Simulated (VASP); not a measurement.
Output of a VASP run:

File OSZICAR:
```
       N       E                     dE             d eps       ncg     rms          rms(c)
DAV:   1     0.857653569133E+02    0.85765E+02   -0.71949E+03   770   0.121E+03
DAV:   2     0.892425185591E+00   -0.84873E+02   -0.80553E+02   891   0.247E+02
DAV:   3    -0.611938468635E+01   -0.70118E+01   -0.69708E+01   939   0.732E+01
DAV:   4    -0.624730108443E+01   -0.12792E+00   -0.12784E+00   872   0.113E+01
DAV:   5    -0.624926620398E+01   -0.19651E-02   -0.19650E-02   896   0.136E+00    0.165E+00
DAV:   6    -0.612794947622E+01    0.12132E+00   -0.20047E-01   869   0.290E+00    0.101E+00
DAV:   7    -0.611629961458E+01    0.11650E-01   -0.90250E-02   893   0.190E+00    0.562E-01
DAV:   8    -0.612033039120E+01   -0.40308E-02   -0.67609E-03   806   0.827E-01    0.111E-01
DAV:   9    -0.612030799804E+01    0.22393E-04   -0.11137E-04   926   0.111E-01    0.598E-02
DAV:  10    -0.612037078877E+01   -0.62791E-04   -0.11811E-04   788   0.103E-01    0.131E-02
DAV:  11    -0.612037054386E+01    0.24492E-06   -0.76294E-06   887   0.304E-02    0.182E-03
DAV:  12    -0.612037096233E+01   -0.41848E-06   -0.50359E-07   830   0.774E-03    0.628E-04
DAV:  13    -0.612037103371E+01   -0.71376E-07   -0.10780E-07   824   0.264E-03
   1 F= -.61203710E+01 E0= -.61203710E+01  d E =0.000000E+00
```

File OUTCAR:
```
------------------------ aborting loop because EDIFF is reached ----------------------------------------
  FORCE on cell =-STRESS in cart. coord.  units (eV):
  Direction    XX          YY          ZZ          XY          YZ          ZX
  --------------------------------------------------------------------------------------
  Total       -0.0055213     -0.0055213     -0.0055213      0.0000000      0.0000000      0.0000000
  in kB       -0.1607847     -0.1607847     -0.1607847      0.0000000      0.0000000      0.0000000
  external PRESSURE =      -0.1607847 kB  Pullay stress =       0.0000000 kB
  volume of cell :       55.02
      direct lattice vectors                 reciprocal lattice vectors
     0.000000000  3.018744317  3.018744317    -0.165631782  0.165631782  0.165631782
     3.018744317  0.000000000  3.018744317     0.165631782 -0.165631782  0.165631782
     3.018744317  3.018744317  0.000000000     0.165631782  0.165631782 -0.165631782
 POSITION                                       TOTAL-FORCE (eV/Angst)
 -----------------------------------------------------------------------------------
      0.00000      0.00000      0.00000         0.000000      0.000000      0.000000
      3.01874      3.01874      3.01874        -0.000000     -0.000000     -0.000000
 -----------------------------------------------------------------------------------
    total drift:                                0.000000     -0.000000     -0.000000
  FREE ENERGIE OF THE ION-ELECTRON SYSTEM (eV)
  ---------------------------------------------------
  free  energy   TOTEN  =        -6.1203710337 eV

  energy  without entropy=       -6.1203710337  energy(sigma->0) =       -6.12037103

 total charge

# of ion       s       p       d       tot
------------------------------------------
    1        0.040   5.973   0.000   6.014
    2        1.600   3.304   0.002   4.906
--------------------------------------------------
tot          1.640   9.277   0.002  10.919
```
(Selected blocks of OUTCAR.)

### POSCAR
```
NaBr
1
    0.0000000000     3.0187443167     3.0187443167
    3.0187443167     0.0000000000     3.0187443167
    3.0187443167     3.0187443167     0.0000000000
Na Br
1 1
Direct
  0.0000000000   0.0000000000   0.0000000000
  0.5000000000   0.5000000000   0.5000000000
```

Question: Write an INCAR and KPOINTS that could have produced this output.

Answer: One answer among several that fit: the input of the run itself, PBE GGA, plane waves, VASP's PBE PAW potentials (set 64).

**INCAR**
```
SYSTEM=NaBr
LCHARG=.True.
LMAXMIX=4
LORBIT=11
LASPH=.True.   # aspherical one-centre terms
EDIFF=1E-7
ISMEAR=-5
ISIF=2   # forces and stress, cell fixed
NELM=100   # most electronic steps
ENCUT=520   # plane-wave cut-off (eV)
NEDOS=601   # DOS grid
ALGO=Normal   # blocked Davidson
PREC=Accurate
LWAVE=.False.
LREAL=.False.   # projection in real space or not
GGA=PE
```

File KPOINTS:
```
kpoints
0
gamma
9 9 9
```

POTCAR, in this order: Na_pv Br (PBE.64 set). Program: vasp_std.

The compound is NaBr in the rock salt structure. It was relaxed first.
